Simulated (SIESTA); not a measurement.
## MgS (Niningerite) under changes of volume

One of the cells (17.962 Å³/atom); the others are scaled copies at fixed shape and fractional positions:

```
CELL_PARAMETERS angstrom
0.00000 2.61888 2.61888
2.61888 0.00000 2.61888
2.61888 2.61888 0.00000
ATOMIC_POSITIONS crystal
S 0.50000 0.50000 0.50000
Mg 0.00000 0.00000 0.00000
```

* Program: SIESTA 5.4.2
* Functional: PBEsol
* Potentials or basis: PseudoDojo 0.4 standard (PBEsol files)
* Basis: DZP (energy shift 0.003 Ry; two zetas on semicore shells)
* Grid cutoff: 800 Ry
* Energy shift: 0.003 Ry
* k mesh: 9 × 9 × 9
* Occupations: fermi-dirac, width 0.05 eV
* Spin: no spin polarisation

| volume (Å³/atom) | energy over the lowest point (meV/atom) | pressure (GPa) | gap on the mesh (eV) |
| --- | --- | --- | --- |
| 16.553 | 26.85 | 6.9 | 2.88 |
| 16.905 | 13.93 | 4.8 | 2.85 |
| 17.257 | 5.44 | 2.9 | 2.81 |
| 17.962 | 0.00 | -0.3 | 2.74 |
| 18.314 | 2.25 | -1.7 | 2.70 |
| 18.666 | ? | ? | ? |

Question: What does the run at 18.666 Å³/atom give?

Answer: Energy over the lowest point 7.47 meV/atom; pressure -3.0 GPa; gap on the mesh 2.66 eV.

Worked out: A Birch-Murnaghan fit of order 3 (a polynomial in V^(-2/3)) to the other rows has its minimum at 17.88 Å³/atom with B0 = V·E''(V) = 75 GPa and B' = 4.6. It gives 7.36 meV/atom at 18.666 Å³/atom, against the run's 7.47, and -dE/dV = -2.9 GPa, against -3.0. A straight line through the other rows of the gap, of slope -1.79 eV per unit of ln V, extrapolates to 2.67 eV, against the run's 2.66.

Energies are extrapolated to zero smearing.

Caveats: an odd mesh through Γ misses points on the zone boundary, where band edges often lie; the basis of atomic orbitals isn't converged, which shifts pressures, moduli and gaps.
